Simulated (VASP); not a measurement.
Crystal: Al.

```xyz
1
Lattice="-1.6070 1.6070 1.6070 1.6070 -1.6070 1.6070 1.6070 1.6070 -1.6070" Properties=species:S:1:pos:R:3 pbc="T T T"
Al    0.0000    0.0000    0.0000
```

This isn't the form of Al at room conditions, which is fcc.

* Program: VASP 6.6.1
* Task: relaxation of cell and atoms
* Functional: RPBE
* Potentials or basis: VASP PAW PBE potentials, release 64 (Al)
* Cutoff: 600 eV
* k mesh: 18 × 18 × 18
* Occupations: gaussian, width 0.1 eV
* Spin: no spin polarisation

At the start: pressure 2.7 GPa; volume 16.60 Å³/atom.

Q: Where does the relaxation end?

A: Over 3 steps the energy falls by 4.9 meV/atom and the volume is 17.21 Å³/atom (+3.7 %); space group Im-3m (No. 229, to 0.05 Å).

Step by step:
```csv
step,energy change (eV),largest force (eV/Å),pressure (GPa),volume (Å³)
1,0.0000,0.0000,2.67,16.60
2,-0.0049,0.0000,-0.23,17.27
3,-0.0049,0.0000,0.00,17.21
```

Final structure:
```
CELL_PARAMETERS angstrom
-1.62652 1.62652 1.62652
1.62652 -1.62652 1.62652
1.62652 1.62652 -1.62652
ATOMIC_POSITIONS crystal
Al 0.00000 0.00000 0.00000
```

Caveat: the PAW data sets were made with another functional, which shifts forces and pressure a little.
